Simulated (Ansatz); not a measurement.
# W(110) slab, 3 layers: phonons and vibrational spectra, part 2 of 2

How does W(110) slab, 3 layers vibrate, and is this structure a minimum?

Ansatz 0.2.0; DFT PBE, scalar-relativistic, plane waves, PAW; PAW set soft_1.

So far: The structure; Bringing the structure to rest.

## 3. Tight relaxation

Phonons need a cell at rest on their own settings, so the relaxation is repeated with tight tolerances on forces and stress, using the mesh and the filling of the phonon run that follows.

File input.yaml:

```yaml
crystal:
  lattice:
    - [1.5398418173, 2.2234398456, 0.0]
    - [-1.5398418173, 2.2234398456, 0.0]
    - [0.0, 0.0, 32.7519710216]
  atoms:
    - { symbol: W, position: [0.0, 0.0, 0.1986009577] }
    - { symbol: W, position: [0.5, 0.5, 0.266792951] }
    - { symbol: W, position: [0.0, 0.0, 0.3349849443] }
  periodic: [true, true, false]
kpoints:
  mp_grid: { grid: [16, 16, 1] }
hamiltonian:
  xc: pbe
  pseudopotentials: { kind: paw, azcp: { folder: soft_1 } }
scf:
  occupations: { method: methfessel_paxton, width: 0.2 }
output:
  forces: true
  stress: true
  eigenvalues: true
relax:
  adjacent_minimum: "off"
  f_tol: 0.001
  max_steps: 60
  cell: { stress_2d_tol: 0.002 }
```

Run with:

```bash
$ ansatz run input.yaml --threads 8 --pin off --max-ram 16384MiB --backend cpu --events-out ev --progress --plain --runs-dir out
```

Numbers of over 12 decimals in the logs are rounded to 6 here.

The log of the run:

```text
[...]
Crystal: 3 atoms, lattice volume = 224.269 Å³
Basis set: ecut = 420 eV, 4459 PW (Γ), exchange–correlation on 40×40×450 points (8 copies of the dense FFT grid, shifted against one another)
Bands: 26, of which v1, the nominal top of the filled ones, is band 21 counted from 1 (20 counted from 0)
Symmetry: 8 space group operations
[...]
k-points: 73 of 256
[...]
° read free of the cell's end (the report's vacuum.weakly_bound_levels)
--- Relaxed structure (5 steps of the walk, 5 accepted, 1 SCFs on fresh bases) ---
[...]
cell:  # Å, volume = 224.2932 Å³
    - [1.538866, 2.225092, 0.0]
    - [-1.538866, 2.225092, 0.0]
    - [0.0, 0.0, 32.7519710216]
  atoms:
    - { symbol: W, position: [0, 0, 0.198603] }
    - { symbol: W, position: [0.5, 0.5, 0.266792951] }
    - { symbol: W, position: [0, 0, 0.334983] }
[key lines of the parts left out:]
SCF converged after 7 iterations
Free energy (F): -31154.850948 eV
Fermi energy:    -4.911020 eV
P = ½ c Tr σ = -0.0006 N/m
```

Elapsed: 21 s, on 8 threads of AMD EPYC 7B13 (Zen 3), shared host; peak memory 0.98 GiB; 2.6 min of CPU time.

Relaxation path:

| step | energy less that of the first step (eV) | largest force component (eV/Å) | volume (Å³) |
| --- | --- | --- | --- |
| 1 | 0.0000 | 0.0004 | 224.27 |
| 2 | 0.0000 | 0.0050 | 224.25 |
| 3 | 0.0000 | 0.0043 | 224.28 |
| 4 | 0.0000 | 0.0007 | 224.32 |
| 5 | 0.0000 | 0.0000 | 224.29 |
| 6* | 0.0000 | 0.0000 | 224.29 |

Relaxation steps marked * repeat the geometry before them on a plane-wave basis chosen anew for their cell, so energy and pressure can jump there.

The run keeps the 8 symmetry operations that it works with, so distortions that break them were not tested.

| cell as run | before | after | change |
| --- | --- | --- | --- |
| a (Å) | 2.705 | 2.705 | +0.0 % |
| b (Å) | 2.705 | 2.705 | +0.0 % |
| γ (°) | 69.41 | 69.34 | -0.1 % |

The relaxed structure:

```
W
1.0
     1.53887    2.22509    0.00000
    -1.53887    2.22509    0.00000
     0.00000    0.00000   32.75197
W
3
Direct
  0.00000 0.00000 0.19860
  0.50000 0.50000 0.26679
  0.00000 0.00000 0.33498
```

Numbers from this step:

```
area per atom : 2.283 Å²
```

The largest force component left is 0.015 meV/Å, within the tolerances set.

## 4. Modes at Γ

The zone centre comes first: it holds the modes that light can see, as far as symmetry allows. No field response is asked, since the mesh shows no gap.

input.yaml, the sections that differ from step 3:

```yaml
crystal:
  lattice:
    - [1.5388658068, 2.2250915075, 0.0]
    - [-1.5388658068, 2.2250915075, 0.0]
    - [0.0, 0.0, 32.7519710216]
  atoms:
    - { symbol: W, position: [0.0, 0.0, 0.1986033034] }
    - { symbol: W, position: [0.5, 0.5, 0.266792951] }
    - { symbol: W, position: [0.0, 0.0, 0.3349825986] }
  periodic: [true, true, false]
output:
  eigenvalues: true
phonons:
  method: dfpt
# kpoints, hamiltonian, scf: as in step 3
# relax: removed
```

The log of the run:

```text
Warning: crystal.symmetry: narrowed to the stabiliser of the run's FFT grids — unitary ops 8 → 4. A phonons.method: dfpt run fills in the rows of the dynamical matrix that it does not solve by its symmetry operations, which is exact only for operations that map its FFT grids onto themselves: filled in by any other, the frequencies could depend on the order in which like atoms are typed, or, by more than the grids' own error, on where the crystal sits among the grids' points. Excluded: 4 operations. The run can therefore solve more perturbations, solve them on more k-points, or both, and cost more. [rest of the remark cut]
[...]
Crystal: 3 atoms, lattice volume = 224.293 Å³
Basis set: ecut = 420 eV, 4467 PW (Γ), exchange–correlation on 40×40×450 points (8 copies of the dense FFT grid, shifted against one another)
Bands: 26, of which v1, the nominal top of the filled ones, is band 21 counted from 1 (20 counted from 0)
Symmetry: 8 space group operations
k-points: 73 of 256 (irreducible under 4 space group operations)
[...]
SCF iter   1: F=—  HF=-31156.226224 eV  |F-HF|=—  |Δ(HF+E_count)|=         —  Δρ=3.20e-2  dr2=8.15e0  ethr=3.10e-3  ⟨swp⟩=13.0  Hψ=32640  notcnv=0
[...]
SCF iter  12: F=-31154.850948 eV  HF=-31154.850948 eV  |F-HF|=8.73e-11  |Δ(HF+E_count)|=  6.29e-10  S|Δr|=    0.00e0  Δρ=2.09e-8  dr2=1.54e-12  ethr=1.00e-12  ⟨swp⟩=25.1  Hψ=21339  notcnv=0
SCF 1 converged in 12 iterations: F = -31154.850948 eV  dr2 = 1.54e-12
[...]
DFPT response loops at Γ: preconditioner auto → none (partly filled bands, converged f_vac=0.721); β = 0.50; Broyden in place of MSR1
SCF converged after 12 iterations
[...]
Free energy (F): -31154.850948 eV
[...]
Internal energy: -31154.846578 eV  (E = F + TS)
E sigma→0 (E₀):  -31154.849855 eV
Entropy (-TS):   -0.004370 eV (-1.457 meV/atom)
Fermi energy:    -4.911020 eV
[...]
--- Band table (eV; the first three rows and the last of 73) ---
  k-point 0: bands = [... 17 lower, -6.5985, -6.3477, -6.2758, -5.6437, -5.0681, -4.3860, -3.2485, -2.9556, ... 6 higher]
  k-point 1: bands = [... 17 lower, -6.7016, -6.3819, -6.2024, -5.7474, -5.0009, -4.5809, -3.2917, -3.0470, ... 6 higher]
  k-point 2: bands = [... 17 lower, -6.8891, -6.5809, -6.1660, -5.6944, -5.2463, -4.5884, -3.3137, -3.1656, ... 6 higher]
  k-point 72: bands = [... 17 lower, -7.3791, -4.7363, -4.6955, -4.1867, -3.7507, -2.5045, -1.5907, -1.3976, ... 6 higher]
  ° read free of the cell's end (the report's vacuum.weakly_bound_levels)
--- Phonons (Γ-DFPT): 9 representative perturbations + reference, on 73 of 256 k-points (Σ response iterations 36) ---
  ASR residual: 1.187e-4 → 0.000e0 eV/Å²; symmetrization residual: 1.674e-5 eV/Å²
  The last average, over the group as it would stand without the narrowing to the FFT grids, took up to 2.701e-6 eV/Å² of the zone centre's force constants
  ASR residual per site (eV/Å²): 5.03e-5 1.19e-4 5.43e-5
  Γ frequencies (cm⁻¹): 0.00 0.00 0.00 56.97 60.51 113.47 114.58 117.18 188.04
  non-analytic LO–TO correction: not included (Born effective charges unavailable; polar crystals: no LO–TO splitting at Γ)
```

Wall time 51 s (8 threads); peak memory 1.7 GiB.

Numbers from this step:

```
sum-rule residual before enforcement                    : 1.19e-4 eV/Å²
point group                                             : mmm
highest optical mode at the zone centre (no LO-TO term) : 188.0 cm⁻¹
lowest optical zone-centre mode                         : 56.97 cm⁻¹
```

Patterns of degenerate modes are one choice out of their space. Modes at Γ:

| mode | frequency (cm⁻¹) | symmetry |
| --- | --- | --- |
| 1 | 0.0 | acoustic |
| 2 | 0.0 | acoustic |
| 3 | 0.0 | acoustic |
| 4 | 57.0 | B2g |
| 5 | 60.5 | B3g |
| 6 | 113.5 | B2u |
| 7 | 114.6 | Ag |
| 8 | 117.2 | B3u |
| 9 | 188.0 | B1u |

Displacements in mode 4 (57.0 cm⁻¹), the largest set to 1:
```
W1  -1.00  0.00  0.00
W2   0.00  0.00  0.00
W3   1.00  0.00  0.00
```

Displacements in mode 6 (113.5 cm⁻¹), the largest set to 1:
```
W1   0.00 -0.50  0.00
W2   0.00  1.00  0.00
W3   0.00 -0.50  0.00
```

Before it was imposed, the acoustic sum rule was missed by 1.2e-4 eV/Å². Small misses are needed for a sound result but don't prove that mesh and cutoff are converged. The lowest optical mode is real, 57.0 cm⁻¹.

## 5. Response at finite wavevector

Stability and thermal properties need the whole zone. Linear response on a 4×4×1 q mesh gives force constants as far as a supercell of that size would.

Edit input.yaml of step 4 so:

```diff
@@ -21 +21,7 @@
   method: dfpt
+  qmesh: [4, 4, 1]
+  temperatures: { t_max: 1000, t_step: 50 }
+  qpath:
+    path: [[0.0, 0.0, 0.0], [0.5, 0.5, 0.0], [0.63042352, 0.36957648, 0.0]]
+    npoints: 10
+  dielectric: false
```

The log of the run:

```text
[...]
Crystal: 3 atoms, lattice volume = 224.293 Å³
Basis set: ecut = 420 eV, 4467 PW (Γ), exchange–correlation on 40×40×450 points (8 copies of the dense FFT grid, shifted against one another)
Bands: 26, of which v1, the nominal top of the filled ones, is band 21 counted from 1 (20 counted from 0)
Symmetry: 8 space group operations
k-points: 73 of 256 (irreducible under 4 space group operations)
[...]
SCF iter   1: F=—  HF=-31156.226224 eV  |F-HF|=—  |Δ(HF+E_count)|=         —  Δρ=3.20e-2  dr2=8.15e0  ethr=3.10e-3  ⟨swp⟩=13.0  Hψ=32640  notcnv=0
[...]
SCF iter  12: F=-31154.850948 eV  HF=-31154.850948 eV  |F-HF|=8.73e-11  |Δ(HF+E_count)|=  6.29e-10  S|Δr|=    0.00e0  Δρ=2.09e-8  dr2=1.54e-12  ethr=1.00e-12  ⟨swp⟩=25.1  Hψ=21339  notcnv=0
SCF 1 converged in 12 iterations: F = -31154.850948 eV  dr2 = 1.54e-12
[...]
phonons: the bands overlap, so this run is a metal and interpolates without the dipole-dipole term. If the crystal is really an insulator or semiconductor, its LO-TO splitting is missing
NSCF: frozen V_eff on 73 k-points
WARN: eigensolver did not converge (k=32): 1 band(s) unlocked after 3 eigensolves, warm-restarted (20 sweeps on the last) at ethr=1.52e-12 eV (storage-precision floor; scheduled 1.00e-12 eV) (lowest unlocked band 30, counted from 0; max residual 4.41e-5 eV among the unlocked bands, 4.41e-5 eV over every band; other slots of this pass that fall short are told together in one closing line; warning suppressed until the next SCF loop or pass starts)
WARN: eigensolver did not converge in 2 slots of this pass, the one above among them; of largest residual over every band (k=32): 1 band(s) unlocked (lowest unlocked band 30, counted from 0; max residual 4.41e-5 eV among the unlocked bands, 4.41e-5 eV over every band); of lowest unlocked band (k=32): band 30
[...]
DFPT response loops at q = (0, 0, 0) (fractional): preconditioner auto → none (partly filled bands, converged f_vac=0.721); β = 0.50; Broyden in place of MSR1
[...]
SCF converged after 12 iterations
[...]
Free energy (F): -31154.850948 eV
[...]
Internal energy: -31154.846578 eV  (E = F + TS)
E sigma→0 (E₀):  -31154.849855 eV
Entropy (-TS):   -0.004370 eV (-1.457 meV/atom)
Fermi energy:    -4.911020 eV
[...]
--- Band table (eV; the first three rows and the last of 73) ---
  k-point 0: bands = [... 17 lower, -6.5985, -6.3477, -6.2758, -5.6437, -5.0681, -4.3860, -3.2485, -2.9556, ... 6 higher]
  k-point 1: bands = [... 17 lower, -6.7016, -6.3819, -6.2024, -5.7474, -5.0009, -4.5809, -3.2917, -3.0470, ... 6 higher]
  k-point 2: bands = [... 17 lower, -6.8891, -6.5809, -6.1660, -5.6944, -5.2463, -4.5884, -3.3137, -3.1656, ... 6 higher]
  k-point 72: bands = [... 17 lower, -7.3791, -4.7363, -4.6955, -4.1867, -3.7507, -2.5045, -1.5907, -1.3976, ... 6 higher]
  ° read free of the cell's end (the report's vacuum.weakly_bound_levels)
--- Phonons (Γ-DFPT): 9 representative perturbations + reference (Σ response iterations 36) ---
  ASR residual: 1.284e-4 → 0.000e0 eV/Å²; symmetrization residual: 1.675e-5 eV/Å²
[...]
ASR residual per site (eV/Å²): 6.86e-5 1.28e-4 7.26e-5
  Γ frequencies (cm⁻¹): 0.00 0.00 0.00 56.97 60.51 113.47 114.58 117.18 188.04
--- Phonons (arbitrary-q DFPT): 7 irreducible q on the 4×4×1 mesh ---
  q = [0.0000, 0.0000, 0.0000] (star 1, of the zone-centre solve; hermiticity 2.10e-6, symmetrization 8.25e-14, taken by the last average 1.69e-7): -0.00 0.00 0.00 56.97 60.51 113.47 114.58 117.18 188.04
  q = [0.0000, 0.2500, 0.0000] (star 4, 9 solved perturbations on 256 of 256 k-point pairs: no pair is spared here; hermiticity 4.52e-6, symmetrization 1.31e-9, taken by the last average 5.47e-7): 63.42 76.87 88.19 93.33 129.13 130.83 137.21 176.28 186.53
[...]
sum rule: each row above includes the acoustic sum rule's correction from the zone centre's row sums; it moved no ω² by more than (0.44 cm⁻¹)²
  mesh force constants: q→R imaginary residual 1.20e-18; ASR residual 1.284e-4 → 0.000e0 eV/Å²; symmetrization residual 3.331e-16 eV/Å²
  interpolated dispersion: 21 rows × 9 modes
  density of states and harmonic sums: on the 24×24×1 q-mesh, interpolated from the force constants of a 4×4×1 supercell (no non-analytic term)
  largest difference from the sums on the solved wave vectors: F 5.15e-2 eV, S 6.69e-5 and C_V 1.54e-5 eV/K
  zero-point energy: 0.075976 eV/cell   skipped modes (ω ≤ 0): 4, of them read as no rigid motion or as one in doubt: 1 (3.472e-3 modes/cell left out, lowest -10.71 cm⁻¹)   left out of the sums: 9.65e-4 of the cell's modes: C_V's classical limit lies that fraction below 3 k_B per atom; for a crystal, a wire or a layer, F and S can be off by more, and a phonons.interpolated_qmesh denser along its periods is the remedy for the sampling
```

Wall time 12 min (8 threads); peak memory 3.5 GiB; 1.5 h of CPU time.

Numbers from this step:

* sum-rule residual before enforcement: 1.28e-4 eV/Å²
* lowest frequency on the path: -11.31 cm⁻¹
* highest frequency on the path or at a solved wavevector: 226.5 cm⁻¹
* lowest mode on the q mesh (acoustic modes at Γ apart): 56.97 cm⁻¹

Frequencies (cm⁻¹) solved at each irreducible wavevector; negative means imaginary. Frequencies by wavevector, by row:

| q in reciprocal lattice units | star | mode 1 | mode 2 | mode 3 | mode 4 | mode 5 | mode 6 | mode 7 | mode 8 | mode 9 |
| --- | --- | --- | --- | --- | --- | --- | --- | --- | --- | --- |
| 0 0 0 | 1 | 0 | 0 | 0 | 57 | 60.5 | 113.5 | 114.6 | 117.2 | 188 |
| 0 0.25 0 | 4 | 63.4 | 76.9 | 88.2 | 93.3 | 129.1 | 130.8 | 137.2 | 176.3 | 186.5 |
| 0 -0.5 0 | 2 | 94 | 106.3 | 121.9 | 126.2 | 144.3 | 148.5 | 175.1 | 177.9 | 226.5 |
| 0.25 0.25 0 | 2 | 76.4 | 92.5 | 98.3 | 111 | 121.1 | 141 | 150.3 | 184.1 | 194.2 |
| 0.25 -0.5 0 | 4 | 112.6 | 114.3 | 135.4 | 137 | 150.2 | 163.9 | 177.8 | 186.9 | 211.9 |
| 0.25 -0.25 0 | 2 | 97.5 | 105 | 120.7 | 121 | 150.1 | 164.3 | 169.1 | 171.5 | 213.4 |
| -0.5 -0.5 0 | 1 | 117 | 125.4 | 126.6 | 147.5 | 152.1 | 160 | 170.5 | 178.9 | 213.7 |

Interpolated from a 4×4×1 q mesh. The phonon branches at the labelled points (cm⁻¹):

| point | branch 1 | branch 2 | branch 3 | branch 4 | branch 5 | branch 6 | branch 7 | branch 8 | branch 9 |
| --- | --- | --- | --- | --- | --- | --- | --- | --- | --- |
| Γ | 0 | 0 | 0 | 57 | 60 | 114 | 115 | 117 | 188 |
| halfway | 76 | 92 | 98 | 111 | 121 | 141 | 150 | 184 | 194 |
| Y | 117 | 125 | 127 | 148 | 152 | 160 | 170 | 179 | 214 |
| halfway | 118 | 124 | 143 | 151 | 152 | 162 | 162 | 190 | 211 |
| C0 | 121 | 124 | 136 | 139 | 155 | 169 | 173 | 203 | 209 |

The phonon branches as a text plot (rows in cm⁻¹; labels by their first letter):

```
    209 |                          ******************************
    200 |                      ****                         *** *
    190 |**************************                    *****
    181 |                  ****    ********************
    172 |                              ****************     *****
    162 |              ****    ********     *********  ***** ***
    153 |                  ********         *********************
    143 |          ************        **************    *  *****
    134 |          ********        *********        *****       *
    125 |      ********    ********    **************************
    115 |******        ********    ****************************
    106 |          ****        *************
     97 |              ************
     87 |      ****    ****    ****
     78 |          ****    ****
     68 |  ************
     59 |******        ****
     50 |      ****
     40 |          ****
     31 |  ****
     22 |  ****
     12 |      ****
      3 |**
     -7 |  ****
         Γ                                       Y              C
```

The phonon density of states has structure finer than the step of the table below, so its rows give means over 10 cm⁻¹, whole bins alone (the curve runs from -11 to 227 cm⁻¹). Peaks (cm⁻¹: height): 121.0: 0.135, 151.0: 0.115, 175.0: 0.103, 211.0: 0.0392.

Tetrahedra on a 24×24×1 mesh, mean over bins of 2 cm-1. Interpolated from a 4×4×1 q mesh. The phonon density of states by wavenumber; means over each step:

| wavenumber (cm⁻¹) | phonon density of states (1/cm⁻¹/cell) |
| --- | --- |
| 0 | 0.00105 |
| 10 | 0.00205 |
| 20 | 0.00336 |
| 30 | 0.00535 |
| 40 | 0.00746 |
| 50 | 0.00991 |
| 60 | 0.0150 |
| 70 | 0.0210 |
| 80 | 0.0276 |
| 90 | 0.0416 |
| 100 | 0.0646 |
| 110 | 0.0758 |
| 120 | 0.117 |
| 130 | 0.0665 |
| 140 | 0.0597 |
| 150 | 0.0875 |
| 160 | 0.0456 |
| 170 | 0.0590 |
| 180 | 0.0697 |
| 190 | 0.0494 |
| 200 | 0.0152 |
| 210 | 0.0294 |
| 220 | 0.0233 |

Symmetry leaves 7 wavevectors to solve. The lowest mode among them, the acoustic zeros apart, lies at Γ and is real, 57.0 cm⁻¹. Between them the interpolated path dips to 11i cm⁻¹.

## 6. Outcome

* space group after relaxation (within 0.01 Å): Cmmm
* area per atom: 2.28 Å²
* electronic character: no gap on this mesh
* highest optical mode at the zone centre (no LO-TO term): 188 cm⁻¹
* lowest optical zone-centre mode: 57.0 cm⁻¹
* lowest mode on the q mesh (acoustic modes at Γ apart): 57.0 cm⁻¹
* highest frequency on the path or at a solved wavevector: 226 cm⁻¹
* imaginary modes on the 4×4×1 q mesh: none

**Reading.** No mode is imaginary at the 7 irreducible wavevectors solved, but between them the interpolated path dips to 11.3i cm⁻¹, so stability is not settled. The optical modes at Γ span 57 to 188 cm⁻¹. With no gap, or one that is small against the smearing, the frequencies hang on the k mesh and the smearing, most of all near Kohn anomalies. In a sheet or slab the interpolated bending branch near Γ is rough, since the rotational sum rule isn't imposed. Spin-orbit coupling is left out, which can matter for the heavy elements here. A phonon run warned that its eigensolver left some bands unconverged in a pass. The starting cell was built on a prototype and not taken from a measurement. These are harmonic frequencies at zero temperature: anharmonic shifts, linewidths and thermal expansion are left out.

[Logs are printed without paths, hosts, clocks, repeated set-up lines and the standing remarks that a program may print on its own settings, such as how far it seeks lower states.]

[Hosts, paths, dates, database ids (printed as entryN), source tags and the programs' standing remarks are cut or masked in the printed files.]
